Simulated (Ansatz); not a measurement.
Input, command and steps of an Ansatz relaxation.

```yaml
crystal:
  lattice:
    - [1.2654642179, 0.7306161068, 3.3275084897]
    - [-1.2654642179, 0.7306161068, 3.3275084897]
    - [0.0, -1.4612322137, 3.3275084897]
  atoms:
    - { symbol: B, position: [0.9996975442, 0.9996975442, 0.9996975442] }
    - { symbol: "N", position: [0.3327354558, 0.3327354558, 0.3327354558] }
basis:
  ecutwfc: 420
kpoints:
  mp_grid: { grid: [12, 12, 12] }
hamiltonian:
  xc: pbe
  dispersion: d3bj
scf:
  occupations: { method: gaussian, width: 0.02 }
output:
  forces: true
  stress: true
  eigenvalues: true
relax:
  adjacent_minimum: "off"
  f_tol: 0.01
  max_steps: 30
  cell: { stress_tol: 0.1, fix: [volume] }
```

```bash
ansatz run input.yaml --threads 1 --pin off --max-ram 2560MiB --backend cpu --events-out ev --progress --plain --runs-dir out
```

Method: DFT PBE+D3(BJ), scalar-relativistic, plane waves, PAW in Ansatz.

The volume is held at 1.03 times that of the relaxed cell.

Of 6 frames 5 are shown, positions in Å and forces in eV/Å; the SCF threshold varies from step to step. Steps run on the plane waves of an earlier cell, with a Pulay correction in the pressure. The basis is chosen afresh for the last frame, the zero of the energies, and at times for earlier ones too; energy and pressure step there, also at an unchanged geometry.

```xyz
2
Lattice="1.2655 0.7306 3.3275 -1.2655 0.7306 3.3275 0.0000 -1.4612 3.3275" Properties=species:S:1:pos:R:3:forces:R:3 pbc="T T T" step=1 free_energy_over_end_meV_per_atom=5.22 pressure_GPa=-6.81
B     0.0000    0.0000    9.9795    0.0000    0.0000   -0.0025
N     0.0000    0.0000    3.3215    0.0000    0.0000    0.0025
2
Lattice="1.2584 0.7265 3.3651 -1.2584 0.7265 3.3651 0.0000 -1.4530 3.3651" Properties=species:S:1:pos:R:3:forces:R:3 pbc="T T T" step=2 free_energy_over_end_meV_per_atom=0.88 pressure_GPa=-3.08
B     0.0000    0.0000   10.0924    0.0000    0.0000   -0.0077
N     0.0000    0.0000    3.3591    0.0000    0.0000    0.0077
2
Lattice="1.2542 0.7241 3.3873 -1.2542 0.7241 3.3873 0.0000 -1.4483 3.3873" Properties=species:S:1:pos:R:3:forces:R:3 pbc="T T T" step=3 free_energy_over_end_meV_per_atom=0.23 pressure_GPa=-0.86
B     0.0000    0.0000   10.1581    0.0000    0.0000    0.0050
N     0.0000    0.0000    3.3818    0.0000    0.0000   -0.0050
2
Lattice="1.2542 0.7241 3.3873 -1.2542 0.7241 3.3873 0.0000 -1.4483 3.3873" Properties=species:S:1:pos:R:3:forces:R:3 pbc="T T T" step=4 free_energy_over_end_meV_per_atom=0.00 pressure_GPa=-0.84
B     0.0000    0.0000   10.1581    0.0000    0.0000    0.0051
N     0.0000    0.0000    3.3818    0.0000    0.0000   -0.0051
2
Lattice="1.2540 0.7240 3.3887 -1.2540 0.7240 3.3887 0.0000 -1.4480 3.3887" Properties=species:S:1:pos:R:3:forces:R:3 pbc="T T T" step=6 free_energy_over_end_meV_per_atom=0.00 pressure_GPa=-0.70
B     0.0000    0.0000   10.1626    0.0000    0.0000   -0.0019
N     0.0000    0.0000    3.3830    0.0000    0.0000    0.0018
```

The run took 46 s on 1 thread of Intel(R) Xeon(R) Processor @ 2.50GHz (Skylake/Cascade Lake) (shared host), peak memory 0.35 GiB.